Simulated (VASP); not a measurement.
# AlN: single point with PBE

AlN:

```
Al N
1.0
     0.00000    2.03526    2.03526
     2.03526    0.00000    2.03526
     2.03526    2.03526    0.00000
Al N
1 1
Direct
  0.50000 0.50000 0.50000
  0.00000 0.00000 0.00000
```

Measurements of this composition are mostly on another form, of space group No. 186.

- Program: VASP 6.6.1
- Task: single point
- Functional: PBE
- Potentials or basis: VASP PAW PBE potentials, release 64 (Al, N)
- Cutoff: 520 eV
- k mesh: 10 × 10 × 10
- Occupations: gaussian, width 0.02 eV
- Spin: no spin polarisation

* Pressure: -0.3 GPa
* Band gap on the k mesh: 4.41 eV, indirect (least direct gap 5.39 eV)

Levels at points of the mesh, in eV from the valence-band top:
| k point | band 1 | band 2 | band 3 | band 4 | band 5 | band 6 | band 7 | band 8 |
| --- | --- | --- | --- | --- | --- | --- | --- | --- |
| (0.00, 0.00, 0.00) | -17.37 | 0.00 | 0.00 | 0.00 | 5.39 | 12.10 | 12.10 | 12.10 |
| (0.50, 0.00, 0.00) | -14.19 | -8.18 | -1.04 | -1.04 | 6.01 | 10.84 | 10.84 | 13.00 |
| (0.50, 0.50, 0.00) | -13.24 | -7.25 | -2.75 | -2.75 | 4.41 | 5.34 | 13.80 | 16.93 |

It took 8.7 s on 1 thread of Intel(R) Xeon(R) Platinum 8488C (Sapphire Rapids) (shared host), peak memory 0.13 GiB.

A k mesh can miss the band edges.
